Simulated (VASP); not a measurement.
A run of VASP 6.6.1 is set up as follows.

The input INCAR:

```
PREC = Accurate ; ENCUT = 520
EDIFF = 1E-6 ; ISMEAR = -1
SIGMA = 0.1 ; LREAL = F
LASPH = T ; NELM = 80
ALGO = Fast ; ISIF = 2
LWAVE = F ; LCHARG = F
GGA = B5 ; ALDAX = 1.0
AGGAX = 1.0 ; AGGAC = 1.0
ALDAC = 0.0 ; NBANDS = 17
```

Contents of KPOINTS:

```
Automatic mesh
0
Gamma
  8 8 8
```

File POSCAR:

```
Ba
1.0
    0.0000000000      5.4431556450      5.4431556450
    5.4431556450      0.0000000000      5.4431556450
    5.4431556450      5.4431556450      0.0000000000
Ba
2
Direct
    0.1250000000      0.1250000000      0.1250000000
    0.8750000000      0.8750000000      0.8750000000
```

Potentials or basis: VASP PAW PBE potentials, release 64 (Ba_sv).

Run with:

```sh
$ cat potpaw_PBE.64/Ba_sv/POTCAR > POTCAR
$ mpirun -np 1 vasp_std > vasp.out
```

Task: What does it give for the pressure?

Result: 0.0 GPa.

Task: What does it give for the band gap on the k mesh?

Result: None (metal or under the smearing width).

Caveat: the PAW data sets were made with another functional, which shifts forces and pressure a little. Spin-orbit coupling is left out, which matters for the levels of Ba.
